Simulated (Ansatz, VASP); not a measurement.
One calculation of Zr, two programs

```
CELL_PARAMETERS angstrom
0.00000 2.26633 2.26633
2.26633 0.00000 2.26633
2.26633 2.26633 0.00000
ATOMIC_POSITIONS crystal
Zr 0.00000 0.00000 0.00000
```

The cell was built by a generator and needn't be a form met in nature.

Alike in both runs: task relaxation of cell and atoms; functional PBEsol; k mesh 12 × 12 × 12; occupations fermi-dirac, width 0.1 eV; no spin polarisation.

|  | VASP | Ansatz |
| --- | --- | --- |
| version | VASP 6.6.1 | Ansatz 0.2.0 |
| potentials or method | VASP PAW PBE potentials, release 64 (Zr_sv) | plane waves (420 eV) with PAW, scalar-relativistic |
| plane-wave cutoff (eV) | 600 | 420 |
| valence electrons in the cell | 12 | 12 |

|  | VASP | Ansatz | Ansatz less VASP |
| --- | --- | --- | --- |
| relaxed volume (Å³/atom) | 22.26 | 22.24 | -0.025 |
| relaxed cell length with the largest relative difference (Å) | 3.158 | 3.156 | -0.0012 |
| energy change over the relaxation (meV/atom) | -13 | -14 | -0.5 |

Ansatz warned: «pseudo_functional_mismatch».

Caveats: the PAW data sets were made with another functional, which shifts forces and pressure a little (VASP).
